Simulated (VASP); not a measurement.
BaTiO3:

```
Ba Ti O
1.0
     3.99980    0.00000    0.00000
     0.00000    3.99980    0.00000
     0.00000    0.00000    4.01800
Ba Ti O
1 1 3
Direct
  0.00000 0.00000 0.00000
  0.50000 0.50000 0.49000
  0.50000 0.50000 0.01900
  0.50000 0.00000 0.51700
  0.00000 0.50000 0.51700
```

- Program: VASP 6.6.1
- Task: relaxation of cell and atoms
- Functional: PBEsol
- Potentials or basis: VASP PAW PBE potentials, release 64 (Ba_sv, Ti_sv, O)
- Cutoff: 600 eV
- k mesh: 8 × 8 × 8
- Occupations: gaussian, width 0.03 eV
- Spin: no spin polarisation

At the start: pressure -2.2 GPa; volume 12.86 Å³/atom.

**Question.** Where does the relaxation end?

**Answer.** Over 13 steps the energy falls by 3.0 meV/atom and the volume is 12.79 Å³/atom (-0.5 %); space group P4mm (No. 99, to 0.05 Å).

Step by step:
| step | energy change (eV) | largest force (eV/Å) | pressure (GPa) | volume (Å³) |
| --- | --- | --- | --- | --- |
| 1 | 0.0000 | 0.3270 | -2.15 | 64.28 |
| 2 | -0.0031 | 0.0389 | 2.65 | 62.69 |
| 3 | -0.0086 | 0.1429 | 0.46 | 63.38 |
| 4 | -0.0112 | 0.0847 | 0.32 | 63.51 |
| 5 | -0.0125 | 0.0977 | 0.08 | 63.79 |
| 6 | -0.0127 | 0.0942 | 0.10 | 63.71 |
| 7 | -0.0137 | 0.0544 | -0.07 | 63.84 |
| 8 | -0.0141 | 0.0693 | -0.37 | 64.05 |
| 9 | -0.0145 | 0.0625 | 0.06 | 63.93 |
| 10 | -0.0145 | 0.0629 | 0.08 | 63.93 |
| 11 | -0.0147 | 0.0363 | 0.05 | 63.95 |
| 12 | -0.0148 | 0.0297 | 0.01 | 63.96 |
| 13 | -0.0149 | 0.0058 | 0.02 | 63.97 |

Final structure:
```cif
data_structure
_symmetry_space_group_name_H-M 'P 1'
_symmetry_Int_Tables_number 1
_cell_length_a 3.9665
_cell_length_b 3.9665
_cell_length_c 4.0663
_cell_angle_alpha 90.000
_cell_angle_beta 90.000
_cell_angle_gamma 90.000
_cell_volume 63.97
loop_
_atom_site_label
_atom_site_type_symbol
_atom_site_fract_x
_atom_site_fract_y
_atom_site_fract_z
_atom_site_occupancy
Ba1 Ba 0.00000 0.00000 0.99865 1
Ti1 Ti 0.50000 0.50000 0.48200 1
O1 O 0.50000 0.50000 0.02903 1
O2 O 0.50000 0.00000 0.51666 1
O3 O 0.00000 0.50000 0.51666 1
```

Caveat: the PAW data sets were made with another functional, which shifts forces and pressure a little.
